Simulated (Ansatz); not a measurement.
# SnO: the cost of one run

Method: DFT PBEsol, scalar-relativistic, plane waves, PAW, in Ansatz 0.2.0.

## (1) The starting structure

It takes space group Pmn2_1 (No. 31, orthorhombic). The conventional cell has a = 3.316 Å, b = 5.705 Å, c = 3.894 Å, α = 90.00°, β = 90.00°, γ = 90.00°. Sn (site symmetry m) is surrounded by 3 O at 2.13 to 2.14 Å. Around O (site symmetry m) lie 3 Sn at 2.13 to 2.14 Å.

Coordinates:

```xyz
4
Lattice="3.3156 0.0000 0.0000 0.0000 5.7050 0.0000 0.0000 0.0000 3.8942" Properties=species:S:1:pos:R:3 pbc="T T T"
Sn    0.0000    1.3338    2.0490
Sn    1.6578    4.3712    0.1019
O     0.0000    5.0509    2.8187
O     1.6578    0.6540    0.8716
```

It goes back to an entry of the Materials Project, which need not be the stable form.

It is the result of an earlier relaxation at this level (volume 18.42 Å³/atom; gap on the mesh: 1.24 eV).

## (2) Zero of energy

Reference values: F = -13021.0438 eV; pressure -0.01 GPa; largest force 0.001 eV/Å; gap on the mesh 1.24 eV. It was computed beforehand with the settings of the runs below.

## (3) Next: a one-atom displacement scan

Atom 1 (Sn) is moved by x along the Cartesian unit vector (0.707, -0.707, 0.000); the cell and all other atoms stay fixed. Forces below are components along that vector, summed over the moved atoms. In a periodic cell its images move with it.

## (4) At x = -0.200 Å

File input.yaml:

```yaml
crystal:
  lattice:
    - [3.3156061815, 0.0, 0.0]
    - [0.0, 5.7049851891, 0.0]
    - [0.0, 0.0, 3.8941648049]
  atoms:
    - { symbol: Sn, position: [-0.042653243, 0.2585783647, 0.5261742991] }
    - { symbol: Sn, position: [0.5, 0.7662107192, 0.0261742991] }
    - { symbol: O, position: [0.0, 0.8853564082, 0.7238267009] }
    - { symbol: O, position: [0.5, 0.1146435918, 0.2238267009] }
basis:
  ecutwfc: 420
kpoints:
  mp_grid: { grid: [8, 6, 8] }
hamiltonian:
  xc: pbesol
scf:
  occupations: { method: gaussian, width: 0.05 }
output:
  forces: true
  stress: true
  eigenvalues: true
```

Q: Estimate wall time and peak memory on 1 thread of an x86-64 CPU, shared host.

About 20 s, with a peak of 0.62 GiB.
